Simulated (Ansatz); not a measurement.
**Si under changes of volume**

One of the cells (14.668 Å³/atom); the others are scaled copies at fixed shape and fractional positions:

```
CELL_PARAMETERS angstrom
2.62054 0.00000 0.00000
-1.31027 2.26946 0.00000
0.00000 0.00000 2.46635
ATOMIC_POSITIONS crystal
Si 0.00000 0.00000 0.00000
```

This isn't the form of Si at room conditions, which is diamond.

```yaml
Program: Ansatz 0.2.0
Functional: PBEsol
Potentials_or_basis: all-electron LAPW, scalar-relativistic
Cutoff: 210 eV (chosen from the basis error)
Basis_error_allowed: 0.0005 eV/atom
k_mesh: 12 × 12 × 11
Occupations: fermi-dirac, width 0.05 eV
Spin: no spin polarisation
```

```tsv
volume (Å³/atom)	energy over the lowest point (meV/atom)	pressure (GPa)
13.788	24.95	9.0
14.081	?	?
14.375	3.24	3.1
14.668	0.00	0.5
14.961	1.14	-1.7
15.255	6.20	-3.7
15.548	14.75	-5.5
```

Question: What does the run at 14.081 Å³/atom give?

Answer: Energy over the lowest point 11.38 meV/atom; pressure 5.9 GPa.

Worked out: A Birch-Murnaghan fit of order 3 (a polynomial in V^(-2/3)) to the other rows has its minimum at 14.73 Å³/atom with B0 = V·E''(V) = 117 GPa and B' = 4.5 at fixed shape and positions, which overstates the stiffness. It gives 11.38 meV/atom at 14.081 Å³/atom, against the run's 11.38, and -dE/dV = 5.9 GPa, against 5.9.

Energies are extrapolated to zero smearing.
